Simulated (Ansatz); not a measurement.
**CuAu3: single point with PBEsol**

The system is CuAu3.

```
Au Cu
1.0
    -1.99063    1.99063    4.08210
     1.99063   -1.99063    4.08210
     1.99063    1.99063   -4.08210
Au Cu
3 1
Direct
  0.50000 0.50000 0.00000
  0.25000 0.75000 0.50000
  0.75000 0.25000 0.50000
  0.00000 0.00000 0.00000
```

The cell comes from a database or a generator and needn't be the stable form of this composition.

| Property | Result |
| --- | --- |
| Program | Ansatz 0.2.0 |
| Task | single point |
| Functional | PBEsol |
| Potentials or basis | all-electron LAPW, scalar-relativistic |
| Cutoff | 262 eV (chosen from the basis error) |
| Basis error allowed | 0.001 eV/atom |
| k mesh | 9 × 9 × 9 |
| Occupations | fermi-dirac, width 0.05 eV |
| Spin | no spin polarisation |

```yaml
Pressure: -4.6 GPa
Band_gap_on_the_k_mesh: none (metal or under the smearing width)
```

Stress tensor (GPa, compression positive):
```
-4.47  0.00  0.00
 0.00 -4.47  0.00
 0.00  0.00 -4.71
```

Levels at points of the mesh, in eV from the Fermi level:
```
           k point  band 72  band 73  band 74  band 75  band 76  band 77
(0.00, 0.00, 0.00)    -1.37    -1.36     0.79     4.96     5.72     5.94
```

Run time: 2 min on 2 threads of Intel(R) Xeon(R) Processor @ 2.50GHz (Skylake/Cascade Lake), on a shared host, peak memory 1.2 GiB.

The run has no spin-orbit coupling, so splittings on Au are missing.
